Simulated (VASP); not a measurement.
A VASP 6.6.1 single-point calculation on SiO2

INCAR

```
LASPH = .TRUE.
ISMEAR = -1
ISIF = 2
SIGMA = 0.02
LREAL = .FALSE.
GGA = PE
PREC = Accurate
NSW = 0
LWAVE = .FALSE.
IBRION = -1
NBANDS = 25
NELM = 72
LCHARG = .FALSE.
EDIFF = 1E-7
ENCUT = 520
IVDW = 12
```

KPOINTS

```
KPOINTS created by Atomic Simulation Environment
0
Gamma
6 6 10
0 0 0
```

POSCAR

```
Si O
 1.0000000000000000
     4.1851887985999996    0.0000000000000000    0.0000000000000000
     0.0000000000000000    4.1851887985999996    0.0000000000000000
     0.0000000000000000    0.0000000000000000    2.5620862952999999
 Si  O
   2   4
Cartesian
  0.0000000000000000  0.0000000000000000  0.0000000000000000
  2.0925943992999998  2.0925943992999998  1.2810431476499999
  1.2797509969136254  1.2797509969136254  0.0000000000000000
  0.8128434023863741  3.3723453962136256  1.2810431476499999
  3.3723453962136256  0.8128434023863741  1.2810431476499999
  2.9054378016863738  2.9054378016863738  0.0000000000000000
```

The recommended PBE PAW datasets give the neutral cell 32 valence electrons.

Command

```
mpirun -np 1 vasp_std
```

**Question.** How does this run end, and what does it give?

**Answer.** It converged. Results: gap between bands v and c on the k mesh 6.40 eV; least direct gap on the k mesh 6.40 eV; pressure 21.7 GPa; largest force 0.17 eV/Å. Band v is the last that the valence electrons fill when counted band by band, and c is the next.

OSZICAR

```
N       E                     dE             d eps       ncg     rms          rms(c)
DAV:   1     0.137929285950E+03    0.13793E+03   -0.17812E+04  3056   0.124E+03
DAV:   2    -0.439586219257E+02   -0.18189E+03   -0.17573E+03  3779   0.284E+02
DAV:   3    -0.506321706797E+02   -0.66735E+01   -0.66472E+01  4061   0.517E+01
DAV:   4    -0.506731485009E+02   -0.40978E-01   -0.40969E-01  3432   0.474E+00
DAV:   5    -0.506734632198E+02   -0.31472E-03   -0.31468E-03  4056   0.391E-01    0.186E+01
DAV:   6    -0.458943969598E+02    0.47791E+01   -0.13092E+01  3837   0.246E+01    0.874E+00
DAV:   7    -0.459252660122E+02   -0.30869E-01   -0.92479E-01  3796   0.557E+00    0.308E+00
DAV:   8    -0.459380181178E+02   -0.12752E-01   -0.31181E-02  3732   0.150E+00    0.110E+00
DAV:   9    -0.459440195658E+02   -0.60014E-02   -0.10616E-02  3813   0.849E-01    0.267E-01
DAV:  10    -0.459441982367E+02   -0.17867E-03   -0.37199E-04  3860   0.145E-01    0.402E-02
DAV:  11    -0.459441966538E+02    0.15830E-05   -0.54459E-05  3816   0.542E-02    0.140E-02
DAV:  12    -0.459441981249E+02   -0.14711E-05   -0.41943E-06  3766   0.160E-02    0.290E-03
DAV:  13    -0.459441983984E+02   -0.27355E-06   -0.57458E-07  3897   0.540E-03    0.431E-03
DAV:  14    -0.459441983787E+02    0.19774E-07   -0.17068E-08  2437   0.980E-04
   1 F= -.47442254E+02 E0= -.47442254E+02  d E =-.191858E-12
```

For comparison, a separate PBE run of the intended cell, on usual settings and not on those above, gives a gap of 6.40 eV on its mesh and a pressure of 27.2 GPa.
